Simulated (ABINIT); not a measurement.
# Nb (Im-3m) in ABINIT: further runs

The runs below take Nb through band structure, with SCAN, revPBE.

All numbers are computed with ABINIT 10.8.3 (patched build); they aren't measurements. Logs are shortened: lines on timing, memory, paths and dates and some standing lists are left out, and cuts for length are marked. The log counts tension as positive stress, the text compression.

## (1) The crystal as given

The structure is cubic, space group Im-3m (No. 229). Conventional cell: a = 3.328 Å, b = 3.328 Å, c = 3.328 Å, α = 90.00°, β = 90.00°, γ = 90.00°. Nb (site symmetry m-3m) has 8 Nb at 2.88 Å as nearest neighbours.

## (2) Band structure, SCAN

File run.abi:

```
ndtset 2

pp_dirpath "./"
pseudos "Nb.GGA_PBE-JTH.xml"

acell 5.4462775076 5.4462775076 5.4462775076
rprim
    -0.5773502692     0.5773502692     0.5773502692
     0.5773502692    -0.5773502692     0.5773502692
     0.5773502692     0.5773502692    -0.5773502692
ntypat 1
znucl 41
natom 1
typat 1
xred
     0.0000000000     0.0000000000     0.0000000000

ecut 19.0
pawecutdg 38.0

ixc -263267
usekden 1
pawxcdev 0

occopt 3
tsmear 0.05 eV

nstep 100

iomode 3
prtwf 0
prteig 0
prtebands 0
prtden1 1
prtkden1 1

kptopt1 1
ngkpt1 11 11 11
nshiftk1 1
shiftk1 0.0 0.0 0.0
nband1 11
tolvrs1 1.0e-7

iscf2 -2
getden2 1
getkden2 1
nband2 17
nbdbuf2 4
tolwfr2 1.0e-11
kptopt2 -5
ndivsm2 5
prteig2 1
kptbounds2
     0.0000000000     0.0000000000     0.0000000000
     0.5000000000    -0.5000000000     0.5000000000
     0.0000000000     0.0000000000     0.5000000000
     0.0000000000     0.0000000000     0.0000000000
     0.2500000000     0.2500000000     0.2500000000
     0.5000000000    -0.5000000000     0.5000000000
```

Potentials or basis: JTH PAW PBE v2.0.

Started as:

```sh
> abinit run.abi > log 2>&1
```

run.abo:

```text
.Version 10.8.3 of ABINIT
 DATASET    1 : space group Im -3 m (#229); Bravais cI (body-center cubic)
================================================================================
 Values of the parameters that define the memory need for DATASET  1.
     intxc =       0    ionmov =       0      iscf =      17    lmnmax =      18
     lnmax =       6     mgfft =      24  mpssoang =       3    mqgrid =    3001
     natom =       1  nloc_mem =       2    nspden =       1   nspinor =       1
    nsppol =       1      nsym =      48    n1xccc =       1    ntypat =       1
    occopt =       3   xclevel =       2
       mpw =         499          nfft =       13824          nkpt =          56
 PAW method is used; the additional fine FFT grid is defined by:
   mgfftf=        32    nfftf =     32768
================================================================================
================================================================================

 DATASET    2 : space group Im -3 m (#229); Bravais cI (body-center cubic)
================================================================================
 Values of the parameters that define the memory need for DATASET  2.
     intxc =       0    ionmov =       0      iscf =      -2    lmnmax =      18
     lnmax =       6     mgfft =      24  mpssoang =       3    mqgrid =    3001
     natom =       1  nloc_mem =       2    nspden =       1   nspinor =       1
    nsppol =       1      nsym =      48    n1xccc =       1    ntypat =       1
    occopt =       3   xclevel =       2
       mpw =         502          nfft =       13824          nkpt =          30
 PAW method is used; the additional fine FFT grid is defined by:
   mgfftf=        32    nfftf =     32768
================================================================================
================================================================================

--------------------------------------------------------------------------------
------------- Echo of variables that govern the present computation ------------
--------------------------------------------------------------------------------
 -outvars: echo values of preprocessed input variables --------
            acell      5.4462775076E+00  5.4462775076E+00  5.4462775076E+00 Bohr
              amu      9.29063800E+01
             ecut      1.90000000E+01 Hartree
           getden1          0
           getden2          1
          getkden1          0
          getkden2          1
             iscf1         17
             iscf2         -2
                       outvar_i_n : Printing only first  50 k-points.
              ixc     -263267
           jdtset        1    2
                       outvar_i_n : Printing only first  50 k-points.
           kptopt1          1
           kptopt2         -5
         kptrlatt       11    0    0      0   11    0      0    0   11
          kptrlen1     5.99090526E+01
          kptrlen2     3.00000000E+01
            natom           1
            nband1         11
            nband2         17
           nbdbuf1          0
           nbdbuf2          4
           ndtset           2
           ndivsm1          0
           ndivsm2          5
            ngfft          24      24      24
          ngfftdg          32      32      32
             nkpt1         56
             nkpt2         30
            nstep         100
             nsym          48
           ntypat           1
                       prtocc : prtvol=0, do not print more k-points.
           occopt           3
        pawecutdg      3.80000000E+01 Hartree
         pawxcdev           0
        prtebands           0
           prteig1          0
           prteig2          1
          prtkden           1
            prtwf           0
            rprim     -5.7735026920E-01  5.7735026920E-01  5.7735026920E-01
[... 237 lines left out ...]

 Coarse grid specifications (used for wave-functions):

 getcut: wavevector=  0.0000  0.0000  0.0000  ngfft=  24  24  24
         ecut(hartree)=     19.000   => boxcut(ratio)=   2.24579

 getcut : COMMENT -
  Note that boxcut > 2.2 ; recall that boxcut=Gcut(box)/Gcut(sphere) = 2
  is sufficient for exact treatment of convolution.
  Such a large boxcut is a waste : you could raise ecut
  e.g. ecut=   23.957015 Hartrees makes boxcut=2

 Fine grid specifications (used for densities):

 getcut: wavevector=  0.0000  0.0000  0.0000  ngfft=  32  32  32
         ecut(hartree)=     38.000   => boxcut(ratio)=   2.11942
--------------------------------------------------------------------------------

================================================================================
 Non-SCF case, kpt    1 (  0.00000  0.00000  0.00000), residuals and eigenvalues=
  8.75E-12  4.42E-12  7.82E-12  3.83E-12  4.10E-12  3.38E-12  3.32E-12  6.07E-12
  1.86E-12  3.73E-12  7.79E-12  4.07E-12  3.27E-12  8.94E-09  1.47E-08  8.62E-12
  6.72E-11
 -1.5714E+00 -6.3620E-01 -6.3620E-01 -6.3620E-01  2.6458E-01  5.0879E-01
  5.0879E-01  5.0879E-01  6.2434E-01  6.2434E-01  1.0364E+00  1.0364E+00
  1.0364E+00  1.4409E+00  1.4409E+00  1.5519E+00  1.5519E+00
 Non-SCF case, kpt    2 (  0.07143 -0.07143  0.07143), residuals and eigenvalues=
  7.58E-12  6.21E-12  1.40E-12  5.64E-12  4.59E-12  2.23E-12  5.28E-12  4.55E-12
  1.92E-12  8.37E-12  1.09E-12  7.10E-13  4.24E-12  8.26E-12  1.04E-09  4.45E-08
  2.92E-07
[... 185 lines left out ...]
 Non-SCF case, kpt   29 (  0.45833 -0.37500  0.45833), residuals and eigenvalues=
  4.79E-12  8.40E-12  4.84E-12  2.73E-12  7.69E-12  2.68E-12  3.19E-12  6.46E-12
  7.29E-12  2.66E-12  7.89E-12  9.08E-12  7.78E-13  8.75E-12  9.82E-12  7.94E-12
  6.87E-06
 -1.5567E+00 -6.7086E-01 -6.7086E-01 -6.6617E-01  3.7029E-01  3.7029E-01
  6.2971E-01  6.8721E-01  6.8721E-01  8.5395E-01  8.5395E-01  8.7126E-01
  1.2423E+00  1.2506E+00  1.2506E+00  1.3551E+00  1.7084E+00
 Non-SCF case, kpt   30 (  0.50000 -0.50000  0.50000), residuals and eigenvalues=
  5.47E-12  4.43E-12  3.83E-12  5.94E-12  2.06E-12  4.48E-12  5.90E-12  6.87E-12
  2.14E-12  4.29E-12  2.66E-12  6.27E-12  2.52E-12  4.37E-12  6.59E-12  8.99E-12
  3.18E-08
 -1.5560E+00 -6.7040E-01 -6.7040E-01 -6.7040E-01  3.5930E-01  3.5930E-01
  7.0548E-01  7.0548E-01  7.0548E-01  8.3034E-01  8.3034E-01  8.3034E-01
  1.1996E+00  1.2672E+00  1.2672E+00  1.3318E+00  1.7903E+00

Result for kinetic energy density :

--------------------------------------------------------------------------------
 Total kinetic energy density [Ha/Bohr^3]
)     Maximum=    1.2577E+00  at reduced coord.    0.0000    0.0000    0.0000
)     Minimum=    8.8177E-03  at reduced coord.    0.7500    0.5000    0.2500
   Integrated=    1.3111E+01
--------------------------------------------------------------------------------

--- !ResultsGS
iteration_state: {dtset: 2, }
comment   : Summary of ground state results
lattice_vectors:
- [ -3.1444098,   3.1444098,   3.1444098, ]
- [  3.1444098,  -3.1444098,   3.1444098, ]
- [  3.1444098,   3.1444098,  -3.1444098, ]
lattice_lengths: [   5.44628,    5.44628,    5.44628, ]
lattice_angles: [109.471, 109.471, 109.471, ] # degrees, (23, 13, 12)
lattice_volume:   1.2435905E+02
convergence: {deltae:  0.000E+00, res2:  0.000E+00, residm:  9.997E-12, diffor:  0.000E+00, }
etotal    :  -4.41621135E+01
entropy   :   0.00000000E+00
fermie    :   4.92791909E-01
cartesian_stress_tensor: null
pressure_GPa: null
xred      :
- [  0.0000E+00,   0.0000E+00,   0.0000E+00, Nb]
cartesian_forces: null
force_length_stats: {min: null, max: null, mean: null, }
...

 Integrated electronic density in atomic spheres:
 ------------------------------------------------
 Atom  Sphere_radius  Integrated_density
    1        2.22094         10.12816053

================================================================================

 ----iterations are completed or convergence reached----

 Mean square residual over all n,k,spin=   44.336E-13; max=  99.972E-13
 reduced coordinates (array xred) for    1 atoms
       0.000000000000      0.000000000000      0.000000000000

 cartesian coordinates (angstrom) at end:
    1      0.00000000000000     0.00000000000000     0.00000000000000
 length scales=  5.446277507600  5.446277507600  5.446277507600 bohr
              =  2.882045939320  2.882045939320  2.882045939320 angstroms
 Eigenvalues (hartree) for nkpt=  30  k points:
 kpt#   1, nband= 17, wtk=  1.00000, kpt=  0.0000  0.0000  0.0000 (reduced coord)
  -1.57138   -0.63620   -0.63620   -0.63620    0.26458    0.50879    0.50879    0.50879
   0.62434    0.62434    1.03642    1.03642    1.03642    1.44086    1.44086    1.55191
   1.55191
 kpt#   2, nband= 17, wtk=  1.00000, kpt=  0.0714 -0.0714  0.0714 (reduced coord)
  -1.57052   -0.63983   -0.63783   -0.63783    0.28020    0.50728    0.50728    0.51594
   0.60117    0.63225    1.05766    1.06330    1.06330    1.31007    1.46747    1.53300
   1.53300
 kpt#   3, nband= 17, wtk=  1.00000, kpt=  0.1429 -0.1429  0.1429 (reduced coord)
  -1.56814   -0.64879   -0.64243   -0.64243    0.32210    0.50754    0.50754    0.53682
   0.54768    0.65173    1.10420    1.13423    1.13423    1.15753    1.45876    1.45876
   1.54697
 kpt#   4, nband= 17, wtk=  1.00000, kpt=  0.2143 -0.2143  0.2143 (reduced coord)
  -1.56486   -0.65882   -0.64919   -0.64919    0.37479    0.48757    0.51866    0.51866
   0.56977    0.66968    1.06417    1.15359    1.19853    1.19853    1.38483    1.38483
   1.57993
 kpt#   5, nband= 17, wtk=  1.00000, kpt=  0.2857 -0.2857  0.2857 (reduced coord)
[... 89 lines left out ...]
   0.63830    0.88789    0.91224    0.91224    1.21682    1.21682    1.25334    1.54994
   1.62190
 kpt#  28, nband= 17, wtk=  1.00000, kpt=  0.4167 -0.2500  0.4167 (reduced coord)
  -1.55825   -0.67180   -0.67180   -0.65586    0.39989    0.39989    0.52383    0.65734
   0.65734    0.89259    0.89359    0.89359    1.22000    1.22000    1.30824    1.43990
   1.59212
 kpt#  29, nband= 17, wtk=  1.00000, kpt=  0.4583 -0.3750  0.4583 (reduced coord)
  -1.55668   -0.67086   -0.67086   -0.66617    0.37029    0.37029    0.62971    0.68721
   0.68721    0.85395    0.85395    0.87126    1.24233    1.25059    1.25059    1.35506
   1.70837
 kpt#  30, nband= 17, wtk=  1.00000, kpt=  0.5000 -0.5000  0.5000 (reduced coord)
  -1.55605   -0.67040   -0.67040   -0.67040    0.35930    0.35930    0.70548    0.70548
   0.70548    0.83034    0.83034    0.83034    1.19963    1.26717    1.26717    1.33178
   1.79028

== END DATASET(S) ==============================================================
================================================================================

 -outvars: echo values of variables after computation  --------
            acell      5.4462775076E+00  5.4462775076E+00  5.4462775076E+00 Bohr
           etotal1    -4.4162113461E+01
            fcart1    -0.0000000000E+00 -0.0000000000E+00 -0.0000000000E+00
            rprim     -5.7735026920E-01  5.7735026920E-01  5.7735026920E-01
                       5.7735026920E-01 -5.7735026920E-01  5.7735026920E-01
                       5.7735026920E-01  5.7735026920E-01 -5.7735026920E-01
           strten1     1.6049082519E-04  1.6049082519E-04  1.6049082519E-04
                       0.0000000000E+00  0.0000000000E+00  0.0000000000E+00
 Calculation completed.
```

Wall time 59 s (1 thread of AMD EPYC 7R43 (Zen 3), shared host); peak memory 0.11 GiB.

What came out:

```
Free energy                                           : -1201.7123 eV
Pressure                                              : -4.7 GPa
Band gap on the k mesh                                : none (metal or under the smearing width)
Valence electrons inside the program's atomic spheres : Nb 10.13 (radii [1.1753] Å)
```

Levels at the corners of the path, in eV from the Fermi level:
| point | band 2 | band 3 | band 4 | band 5 | band 6 | band 7 | band 8 | band 9 | band 10 | band 11 |
| --- | --- | --- | --- | --- | --- | --- | --- | --- | --- | --- |
| Γ | -30.72 | -30.72 | -30.72 | -6.21 | 0.44 | 0.44 | 0.44 | 3.58 | 3.58 | 14.79 |
| H | -31.65 | -31.65 | -31.65 | -3.63 | -3.63 | 5.79 | 5.79 | 5.79 | 9.19 | 9.19 |
| N | -32.08 | -31.15 | -30.73 | -3.76 | -1.64 | 2.19 | 3.54 | 4.29 | 6.57 | 12.08 |
| Γ | -30.72 | -30.72 | -30.72 | -6.21 | 0.44 | 0.44 | 0.44 | 3.58 | 3.58 | 14.79 |
| P | -31.41 | -31.41 | -31.41 | -1.13 | -1.13 | -1.13 | 4.42 | 4.42 | 9.67 | 12.24 |
| H | -31.65 | -31.65 | -31.65 | -3.63 | -3.63 | 5.79 | 5.79 | 5.79 | 9.19 | 9.19 |

Caveat: totals of a meta-GGA on PAW files have another zero than those of a GGA; the PAW data sets were made with another functional, which shifts forces and pressure a little.

## (3) Band structure, revPBE

Changes to run.abi since step 2:

```diff
@@ -19,6 +19,5 @@
 pawecutdg 38.0
+pawxcdev 0
 
-ixc -263267
-usekden 1
-pawxcdev 0
+ixc 14
 
@@ -34,3 +33,2 @@
 prtden1 1
-prtkden1 1
 
@@ -41,3 +39,3 @@
 nband1 11
-tolvrs1 1.0e-7
+tolvrs1 1.0e-9
 
@@ -45,3 +43,2 @@
 getden2 1
-getkden2 1
 nband2 17
```

Potentials or basis: JTH PAW PBE v2.0.

Started as:

```sh
> abinit run.abi > log 2>&1
```

Wall time 14 s (1 thread of AMD EPYC 7R43 (Zen 3), shared host); peak memory 0.1 GiB.

Results (log left out):

- Free energy: -1563.5098 eV
- Pressure: -0.3 GPa
- Band gap on the k mesh: none (metal or under the smearing width)
- Valence electrons inside the program's atomic spheres: Nb 10.15 (radii [1.1753] Å)

Levels at the corners of the path, in eV from the Fermi level:
```csv
point,band 2,band 3,band 4,band 5,band 6,band 7,band 8,band 9,band 10,band 11
Γ,-29.73,-29.73,-29.73,-5.83,0.40,0.40,0.40,3.24,3.24,14.14
H,-30.60,-30.60,-30.60,-3.56,-3.56,5.47,5.47,5.47,8.91,8.91
N,-30.99,-30.13,-29.74,-3.58,-1.56,2.20,3.26,3.92,6.21,11.55
Γ,-29.73,-29.73,-29.73,-5.83,0.40,0.40,0.40,3.24,3.24,14.14
P,-30.37,-30.37,-30.37,-1.05,-1.05,-1.05,4.05,4.05,9.28,11.69
H,-30.60,-30.60,-30.60,-3.56,-3.56,5.47,5.47,5.47,8.91,8.91
```

Caveat: the PAW data sets were made with another functional, which shifts forces and pressure a little.
